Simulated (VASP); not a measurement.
**PbF2 (Fluorocronite): from the relaxed cell to its vibrations**

What lattice, stiffness and vibrations does PbF2 (Fluorocronite) have at one level of theory? The starting structure is a measured crystal structure from the Crystallography Open Database. All runs use LDA.

Main program and level: VASP 6.6.1; Kohn-Sham DFT with plane waves and PAW; LDA.

The database entry behind the starting cell differs from later determinations by our own check (about 0.2 % short, mineral), so it need not match the best structure at ambient conditions.

## Step 1: Set-up

It takes space group Fm-3m (No. 225, cubic). Conventional cell: a = 5.931 Å, b = 5.931 Å, c = 5.931 Å, α = 90.00°, β = 90.00°, γ = 90.00°. Nearest to Pb lie 8 F at 2.57 Å. Nearest to F lie 4 Pb at 2.57 Å. Farther neighbours and most contacts between anions are not listed.

## Step 2: Relaxation

This run starts from the cell of an earlier relaxation, which isn't shown; the restart sets up the plane waves anew.

File INCAR:

```
SYSTEM = PbF2
PREC = Accurate
ENCUT = 560
EDIFF = 1E-07
NELM = 100
ISMEAR = 0
SIGMA = 0.03
LREAL = .FALSE.
ALGO = Normal
GGA = CA
NBANDS = 20
LORBIT = 11
LWAVE = .FALSE.
LCHARG = .FALSE.
KPAR = 4
IBRION = 2
NSW = 50
ISIF = 3
EDIFFG = -0.002
```

File POSCAR:

```
PbF2
1.0
    0.0000000000      2.9064685413      2.9064685413
    2.9064685413      0.0000000000      2.9064685413
    2.9064685413      2.9064685413      0.0000000000
Pb F
1 2
Direct
    0.0000000000      0.0000000000      0.0000000000
    0.7500000000      0.7500000000      0.7500000000
    0.2500000000      0.2500000000      0.2500000000
```

File KPOINTS:

```
Automatic mesh
0
Gamma
6 6 6
0 0 0
```

Potentials, in the order of the species: Pb_d and F (LDA family, release 64).

Launch:

```sh
mpirun -np 4 vasp_std
```

The program printed:

```text
[banner, memory and clock lines left out]
running    4 mpi-ranks, on    1 nodes
 distrk:  each k-point on    1 cores,    4 groups
 distr:  one band on    1 cores,    1 groups

 POSCAR found type information on POSCAR PbF
 POSCAR found :  2 types and       3 ions
 LDA part: xc-table for (Slater(with rela. corr.)+CA(PZ))
 , standard interpolation
 POSCAR, INCAR and KPOINTS ok, starting setup
 FFT: planning ... GRIDC
 FFT: planning ... GRID_SOFT
 FFT: planning ... GRID
 WAVECAR not read
 entering main loop
       N       E                     dE             d eps       ncg     rms          rms(c)
DAV:   1     0.301544106892E+03    0.30154E+03   -0.15569E+04   648   0.171E+03
DAV:   2     0.889926423477E+01   -0.29264E+03   -0.27684E+03   680   0.441E+02
DAV:   3    -0.168886577340E+02   -0.25788E+02   -0.25480E+02   736   0.144E+02
DAV:   4    -0.176451618428E+02   -0.75650E+00   -0.75592E+00   740   0.259E+01
DAV:   5    -0.176698630778E+02   -0.24701E-01   -0.24700E-01   780   0.481E+00    0.741E+00
DAV:   6    -0.160161870354E+02    0.16537E+01   -0.80366E+00   880   0.238E+01    0.254E+00
DAV:   7    -0.159848283630E+02    0.31359E-01   -0.38934E-01   648   0.417E+00    0.141E+00
DAV:   8    -0.159585948249E+02    0.26234E-01   -0.94806E-02   748   0.340E+00    0.497E-01
DAV:   9    -0.159555108265E+02    0.30840E-02   -0.15875E-02   808   0.102E+00    0.875E-02
DAV:  10    -0.159557683022E+02   -0.25748E-03   -0.51308E-04   664   0.200E-01    0.249E-02
DAV:  11    -0.159557582389E+02    0.10063E-04   -0.44425E-05   792   0.573E-02    0.738E-03
DAV:  12    -0.159557598375E+02   -0.15986E-05   -0.33324E-06   684   0.153E-02    0.192E-03
DAV:  13    -0.159557598488E+02   -0.11283E-07   -0.14391E-07   696   0.301E-03
   1 F= -.15955760E+02 E0= -.15955760E+02  d E =-.159558E+02
 curvature:   0.00 expect dE= 0.000E+00 dE for cont linesearch  0.000E+00
 trial: gam= 0.00000 g(F)=  0.242E-49 g(S)=  0.667E-09 ort = 0.000E+00 (trialstep = 0.100E+01)
 search vector abs. value=  0.767E-09
 reached required accuracy - stopping structural energy minimisation
```

Run time: 3.8 s. Hardware: 4 MPI ranks of Intel Xeon 6975P-C (Granite Rapids), shared host; peak memory 0.59 GiB; 12 s of CPU time.

Lines that name or quote the potential files are left out of all logs, and their timing lines are given in words.

OUTCAR, selected parts (step 2):

```text
ion  position               nearest neighbor table
   1  0.000  0.000  0.000-   2 2.52   2 2.52   2 2.52   3 2.52   3 2.52   3 2.52   3 2.52   2 2.52

  LATTYP: Found a face centered cubic cell.
 ALAT       =     5.8129370826

 Subroutine GETGRP returns: Found 48 space group operations
 (whereof 48 operations were pure point group operations)

The static configuration has the point symmetry O_h .

 Found     16 irreducible k-points:

   k-points           NKPTS =     16   k-points in BZ     NKDIM =     16   number of bands    NBANDS=     20

   dimension x,y,z NGX =    32 NGY =   32 NGZ =   32
   dimension x,y,z NGXF=    64 NGYF=   64 NGZF=   64

   ENCUT  =  560.0 eV  41.16 Ry    6.42 a.u.   7.93  7.93  7.93*2*pi/ulx,y,z

   NELECT =      28.0000    total number of electrons

 k-points in reciprocal lattice and weights: Automatic mesh
   0.00000000  0.00000000  0.00000000       0.005
   0.16666667  0.00000000  0.00000000       0.037
   0.33333333  0.00000000  0.00000000       0.037
   0.50000000  0.00000000  0.00000000       0.019
   0.16666667  0.16666667  0.00000000       0.028
   0.33333333  0.16666667  0.00000000       0.111
   0.50000000  0.16666667  0.00000000       0.111
  -0.33333333  0.16666667  0.00000000       0.111
  -0.16666667  0.16666667  0.00000000       0.056
[...]
-0.33333333  0.33333333  0.16666667       0.111
  -0.33333333  0.50000000  0.16666667       0.056

 average (electrostatic) potential at core
       1 -92.5638       2 -74.8751       3 -74.8751

 E-fermi :   2.3820

 k-point     1 :       0.0000    0.0000    0.0000
  band No.  band energies     occupation
    ...
     10      -0.6370      2.00000
     11      -0.6370      2.00000
     12      -0.1242      2.00000
     13      -0.1242      2.00000
     14      -0.1242      2.00000
     15       8.8692      0.00000
     16       8.8692      0.00000
     17       8.8692      0.00000
     18      12.6439      0.00000
     19      17.2030      0.00000
    ...

 k-point     2 :       0.1667    0.0000    0.0000
  band No.  band energies     occupation
    ...
     10      -0.7074      2.00000
     11      -0.7074      2.00000
     12      -0.1654      2.00000
     13      -0.1654      2.00000
     14       0.6716      2.00000
     15       8.0032      0.00000
     16       9.1268      0.00000
     17       9.1268      0.00000
     18      14.1571      0.00000
     19      16.5558      0.00000
    ...

 k-point     3 :       0.3333    0.0000    0.0000
  band No.  band energies     occupation
    ...
     10      -0.8448      2.00000
     11      -0.8448      2.00000
     12      -0.2469      2.00000
     13      -0.2469      2.00000
     14       1.7454      2.00000
     15       7.2337      0.00000
     16       9.6602      0.00000
     17       9.6602      0.00000
     18      15.2823      0.00000
     19      15.9339      0.00000
    ...

  Total        0.0001176      0.0001176      0.0001176     -0.0000000      0.0000000      0.0000000
  in kB        0.0038365      0.0038365      0.0038365     -0.0000000      0.0000000      0.0000000
  external PRESSURE =       0.0038365 kB  Pullay stress =       0.0000000 kB

  energy-cutoff  :      560.00
  volume of cell :       49.11
      direct lattice vectors                 reciprocal lattice vectors
     0.000000000  2.906468541  2.906468541    -0.172030075  0.172030075  0.172030075
     2.906468541  0.000000000  2.906468541     0.172030075 -0.172030075  0.172030075
     2.906468541  2.906468541  0.000000000     0.172030075  0.172030075 -0.172030075

 POSITION                                       TOTAL-FORCE (eV/Angst)
 -----------------------------------------------------------------------------------
      0.00000      0.00000      0.00000        -0.000000      0.000000     -0.000000
      4.35970      4.35970      4.35970        -0.000000     -0.000000      0.000000
      1.45323      1.45323      1.45323         0.000000      0.000000     -0.000000
 -----------------------------------------------------------------------------------
    total drift:                                0.000000     -0.000000      0.000000

  FREE ENERGIE OF THE ION-ELECTRON SYSTEM (eV)
  ---------------------------------------------------
  free  energy   TOTEN  =       -15.9557598488 eV

  energy  without entropy=      -15.9557598488  energy(sigma->0) =      -15.95575985

 reached required accuracy - stopping structural energy minimisation

 total charge
# of ion       s       p       d       tot
------------------------------------------
    1        1.551   0.320   9.868  11.740
    2        1.732   4.309   0.000   6.041
    3        1.732   4.309   0.000   6.041
--------------------------------------------------
tot          5.015   8.939   9.868  23.822

[... 3 further parts left out ...]
```

CONTCAR:

```
PbF2
   1.00000000000000
     0.0000000000000000    2.9064685413000002    2.9064685413000002
     2.9064685413000002    0.0000000000000000    2.9064685413000002
     2.9064685413000002    2.9064685413000002    0.0000000000000000
  Pb              F
     1     2
Direct
     0.0000000000000000    0.0000000000000000    0.0000000000000000
     0.7500000000000000    0.7500000000000000    0.7500000000000000
     0.2500000000000000    0.2500000000000000    0.2500000000000000
```

The run keeps the 48 symmetry operations of its start, so it cannot find a distortion of lower symmetry.

The relaxed cell holds 16.368 Å³ an atom, with a = 5.813 Å (-2.0 % against the database cell). Pressures at 0.985 and 1.015 times this volume, from two more relaxations that aren't shown, give a bulk modulus of 89.5 GPa.

## Step 3: Elastic constants

File INCAR:

```
SYSTEM = PbF2
PREC = Accurate
ENCUT = 800
EDIFF = 1E-08
NELM = 100
ISMEAR = 0
SIGMA = 0.03
LREAL = .FALSE.
ALGO = Normal
GGA = CA
NBANDS = 20
LORBIT = 11
LWAVE = .FALSE.
LCHARG = .FALSE.
KPAR = 4
IBRION = 6
NFREE = 2
POTIM = 0.015
ISIF = 3
NSW = 1
```

POSCAR is that of step 2.

File KPOINTS:

```
Automatic mesh
0
Gamma
8 8 8
0 0 0
```

Launch:

```sh
mpirun -np 4 vasp_std
```

The program printed:

```text
[... set-up lines as in an earlier step ...]
 entering main loop
       N       E                     dE             d eps       ncg     rms          rms(c)
DAV:   1     0.362043912745E+03    0.36204E+03   -0.18825E+04  1160   0.222E+03
DAV:   2     0.202601272672E+02   -0.34178E+03   -0.32163E+03  1244   0.546E+02
DAV:   3    -0.164901291527E+02   -0.36750E+02   -0.36191E+02  1340   0.174E+02
DAV:   4    -0.176406598070E+02   -0.11505E+01   -0.11492E+01  1344   0.311E+01
[...]
DAV:  12    -0.159649292348E+02   -0.16650E-05   -0.34594E-06  1240   0.164E-02    0.216E-03
DAV:  13    -0.159649292479E+02   -0.13089E-07   -0.17416E-07  1432   0.323E-03    0.324E-04
DAV:  14    -0.159649292499E+02   -0.20091E-08   -0.67591E-09   876   0.731E-04
   1 F= -.15964929E+02 E0= -.15964929E+02  d E =-.671276E-22
[... from here on, the cycles between the ionic steps are left out ...]
   2 F= -.15960994E+02 E0= -.15960994E+02  d E =-.366099E-16
   3 F= -.15960168E+02 E0= -.15960168E+02  d E =-.925092E-15
   4 F= -.15960994E+02 E0= -.15960994E+02  d E =-.367678E-16
   5 F= -.15960168E+02 E0= -.15960168E+02  d E =-.925128E-15
   6 F= -.15960994E+02 E0= -.15960994E+02  d E =-.368019E-16
   7 F= -.15960168E+02 E0= -.15960168E+02  d E =-.925055E-15
   8 F= -.15963488E+02 E0= -.15963488E+02  d E =-.453868E-25
   9 F= -.15963488E+02 E0= -.15963488E+02  d E =-.460101E-25
  10 F= -.15963488E+02 E0= -.15963488E+02  d E =-.459986E-25
  11 F= -.15963488E+02 E0= -.15963488E+02  d E =-.455742E-25
  12 F= -.15963488E+02 E0= -.15963488E+02  d E =-.459938E-25
  13 F= -.15963488E+02 E0= -.15963488E+02  d E =-.443719E-25
  14 F= -.15964711E+02 E0= -.15964711E+02  d E =-.863965E-22
  15 F= -.15964711E+02 E0= -.15964711E+02  d E =-.868645E-22
  16 F= -.15964607E+02 E0= -.15964607E+02  d E =-.344212E-22
  17 F= -.15964607E+02 E0= -.15964607E+02  d E =-.344563E-22
 Finite differences progress:
  Degree of freedom:   8/  8
  Displacement:        2/  2
  Total:              16/ 16
```

Wall time 5.6 min (4 MPI ranks); peak memory 2 GiB; 20 min of CPU time.

From OUTCAR (step 3):

```text
  Total        0.0245786      0.0239849      0.0239849      0.0000000     -0.0525880      0.0000000
  in kB        0.8019365      0.7825685      0.7825685      0.0000000     -1.7158153      0.0000000
  external PRESSURE =       0.7890245 kB  Pullay stress =       0.0000000 kB

 POSITION                                       TOTAL-FORCE (eV/Angst)
 -----------------------------------------------------------------------------------
      0.00000      0.00000      0.00000        -0.014650      0.000000      0.000000
      4.34470      4.35970      4.35970         0.043037     -0.000000     -0.000000
      1.45323      1.45323      1.45323        -0.028386      0.000000      0.000000
 -----------------------------------------------------------------------------------
    total drift:                                0.000115     -0.000000     -0.000000

  FREE ENERGIE OF THE ION-ELECTRON SYSTEM (eV)
  ---------------------------------------------------
  free  energy   TOTEN  =       -15.9646070311 eV

  energy  without entropy=      -15.9646070311  energy(sigma->0) =      -15.96460703

[... 3 further parts left out ...]
[key lines of the parts left out:]
E-fermi :   2.4575
```

The last energy, forces and stress in OUTCAR belong to the last displaced cell, not to that of POSCAR.

The elastic tensor has C11 = 126.0, C12 = 71.5, C44 = 25.3 GPa; its Hill averages are a bulk modulus of 89.7 and a shear modulus of 26.1 GPa.

## Step 4: Modes of the relaxed cell

File INCAR:

```
SYSTEM = PbF2
PREC = Accurate
ENCUT = 560
EDIFF = 1E-08
NELM = 100
ISMEAR = 0
SIGMA = 0.03
LREAL = .FALSE.
ALGO = Normal
GGA = CA
NBANDS = 20
LORBIT = 11
LWAVE = .FALSE.
LCHARG = .FALSE.
KPAR = 4
IBRION = 8
LEPSILON = .TRUE.
LPEAD = .TRUE.
ISIF = 2
```

POSCAR is that of step 3.

File KPOINTS:

```
Automatic mesh
0
Gamma
12 12 12
0 0 0
```

Launch:

```sh
mpirun -np 4 vasp_std
```

The program printed:

```text
[... set-up lines as in an earlier step ...]
 entering main loop
       N       E                     dE             d eps       ncg     rms          rms(c)
DAV:   1     0.316855847313E+03    0.31686E+03   -0.15543E+04  2884   0.172E+03
DAV:   2     0.126162147125E+02   -0.30424E+03   -0.28827E+03  3080   0.461E+02
DAV:   3    -0.167345738916E+02   -0.29351E+02   -0.28910E+02  3368   0.152E+02
DAV:   4    -0.176409235190E+02   -0.90635E+00   -0.90561E+00  3316   0.274E+01
[...]
DAV:  12    -0.159557284256E+02   -0.14915E-05   -0.39076E-06  3124   0.193E-02    0.220E-03
DAV:  13    -0.159557284285E+02   -0.29454E-08   -0.17512E-07  3444   0.367E-03    0.431E-04
DAV:  14    -0.159557284309E+02   -0.23956E-08   -0.32857E-08  2888   0.161E-03
   1 F= -.15955728E+02 E0= -.15955728E+02  d E =-.119573E-10
 Linear response reoptimize wavefunctions to high precision
DAV:   1    -0.159557284297E+02    0.12101E-08   -0.78090E-09  2720   0.886E-04
DAV:   2    -0.159557284298E+02   -0.11141E-09   -0.74859E-10  1864   0.278E-04
[...]
RMM:  11    -0.331996451264E+00   -0.58199E-08   -0.51390E-08 10983   0.488E-04    0.532E-06
 first order change of Fermi-energy   0.13905E+00
 force on displaced ion       1 direction 1 :  -1.959   0.000   0.000
 Born effective charge ion    1 direction 1 :   3.245   0.000   0.000
 Linear response progress:
  Degree of freedom:   2/  2
       N       E                     dE             d eps       ncg     rms          rms(c)
RMM:   1    -0.538596966101E+00   -0.53860E+00    0.56684E-01 23232   0.424E+00
RMM:   2    -0.525933791941E+00    0.12663E-01   -0.18372E-02 16817   0.142E+00    0.734E-02
RMM:   3    -0.527157628746E+00   -0.12238E-02   -0.50525E-03 18929   0.662E-01    0.401E-02
RMM:   4    -0.528528170865E+00   -0.13705E-02   -0.13210E-03 19302   0.313E-01    0.101E-02
[...]
RMM:  13    -0.528443999892E+00    0.16965E-06   -0.15068E-09 20393   0.219E-04    0.161E-06
RMM:  14    -0.528444012282E+00   -0.12391E-07    0.34848E-10 20439   0.134E-04    0.760E-07
RMM:  15    -0.528444011687E+00    0.59537E-09    0.19749E-10 17008   0.988E-05    0.278E-07
 first order change of Fermi-energy   0.28516E-04
 force on displaced ion       2 direction 1 :  -2.863  -0.000  -0.000
 Born effective charge ion    2 direction 1 :  -1.623   0.000   0.000
 Born effective charges drift removed
 Linear response finished
```

Run time: 2.8 min. Hardware: 4 MPI ranks; peak memory 3.6 GiB; 10 min of CPU time.

Parts of OUTCAR (step 4):

```text
  Total        0.0005113      0.0005113      0.0005113     -0.0000000      0.0000000     -0.0000000
  in kB        0.0166831      0.0166831      0.0166831     -0.0000000      0.0000000     -0.0000000
  external PRESSURE =       0.0166831 kB  Pullay stress =       0.0000000 kB

 POSITION                                       TOTAL-FORCE (eV/Angst)
 -----------------------------------------------------------------------------------
      0.00000      0.00000      0.00000         0.000000     -0.000000     -0.000000
      4.35970      4.35970      4.35970        -0.000000     -0.000000      0.000000
      1.45323      1.45323      1.45323        -0.000000      0.000000     -0.000000
 -----------------------------------------------------------------------------------
    total drift:                                0.000000     -0.000000      0.000000

 MACROSCOPIC STATIC DIELECTRIC TENSOR (including local field effects in DFT)
 ------------------------------------------------------
           3.462826    -0.000000     0.000000
          -0.000000     3.462826     0.000000
          -0.000000    -0.000000     3.462826
 ------------------------------------------------------

 MACROSCOPIC STATIC DIELECTRIC TENSOR IONIC CONTRIBUTION
 ------------------------------------------------------
          19.836807    -0.000000     0.000000
          -0.000000    19.836807    -0.000000
           0.000000    -0.000000    19.836807
 ------------------------------------------------------

[... 1 part as in an earlier step ...]

[... 1 further part left out ...]
```

The zone-centre modes at 16.368 Å³ an atom are T2g 260.7, T1u 128.6 cm⁻¹.

(Continued in part 2 of 2.)

[Lines on the potential files, build, host, timing and source positions are cut from VASP's logs without a mark.]

[Logs are printed without paths, hosts, clocks, repeated set-up lines and the standing remarks that a program may print on its own settings, such as how far it seeks lower states.]

[Hosts, paths, dates, database ids (printed as entryN), source tags and the programs' standing remarks are cut or masked in the printed files.]
